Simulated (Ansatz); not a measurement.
## CdTe: single point with PBE

**The experiment to reproduce.**

From a printed reference work, data compilation, for a bulk crystal of CdTe at 0 K: band gap 1.607 eV.

Crystal: CdTe.

```
Te Cd
1.0
     0.00000    3.20500    3.20500
     3.20500    0.00000    3.20500
     3.20500    3.20500    0.00000
Te Cd
1 1
Direct
  0.75000 0.75000 0.75000
  0.00000 0.00000 0.00000
```

* Program: Ansatz 0.2.0
* Task: single point
* Functional: PBE
* Potentials or basis: Ansatz PAW
* Cutoff: 420 eV (not typed: the program's choice for these potentials)
* k mesh: 7 × 7 × 7
* Occupations: gaussian, width 0.022 eV
* Spin: no spin polarisation

```
Pressure               : 4.2 GPa
Band gap on the k mesh : 0.87 eV, direct
```

Levels at points of the mesh, in eV from the valence-band top:
```tsv
k point	band 15	band 16	band 17	band 18	band 19	band 20	band 21	band 22
(0.00, 0.00, 0.00)	-8.11	0.00	0.00	0.00	0.87	4.60	4.60	4.60
```

It took 1.8 s on 2 threads of Intel(R) Xeon(R) Processor @ 2.70GHz, with other jobs on the host, peak memory 0.38 GiB.

A measured gap of CdTe is 1.607 eV (0 K; a printed reference work, data compilation); the calculated 0.87 eV misses it by -0.73 eV. Spin-orbit coupling on Cd, Te is left out. The value is that of PBE, without temperature or zero-point motion. Semilocal functionals fall short of measured gaps as a rule.

Caveat: odd divisions of the mesh miss points on the zone boundary, where band edges often lie, so the gap on the mesh can be too wide; spin-orbit coupling is left out, which moves the levels of the heavy elements.
